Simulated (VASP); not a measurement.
Input of a VASP 6.6.1 run:

The input INCAR:

```
PREC = Accurate
ENCUT = 520
EDIFF = 1E-7
ISMEAR = 0
SIGMA = 0.02
LREAL = F
LASPH = T
NELM = 100
ALGO = Normal
ISIF = 2
LWAVE = F
LCHARG = F
GGA = PS
NBANDS = 13
```

The input KPOINTS:

```
Automatic mesh
0
Gamma
  14 14 14
```

POSCAR

```
Li2O
1.0
    0.0000000000      2.2896700000      2.2896700000
    2.2896700000      0.0000000000      2.2896700000
    2.2896700000      2.2896700000      0.0000000000
Li O
2 1
Direct
    0.2500000000      0.2500000000      0.2500000000
    0.7500000000      0.7500000000      0.7500000000
    0.0000000000      0.0000000000      0.0000000000
```

Potentials or basis: VASP PAW PBE potentials, release 64 (Li_sv, O).

Command:

```sh
$ cat potpaw_PBE.64/Li_sv/POTCAR potpaw_PBE.64/O/POTCAR > POTCAR
$ mpirun -np 1 vasp_std > vasp.out
```

Q: Predict the band gap on the k mesh.

A: 4.86 eV, indirect (least direct gap 5.36 eV).

 A k mesh can miss the band edges.
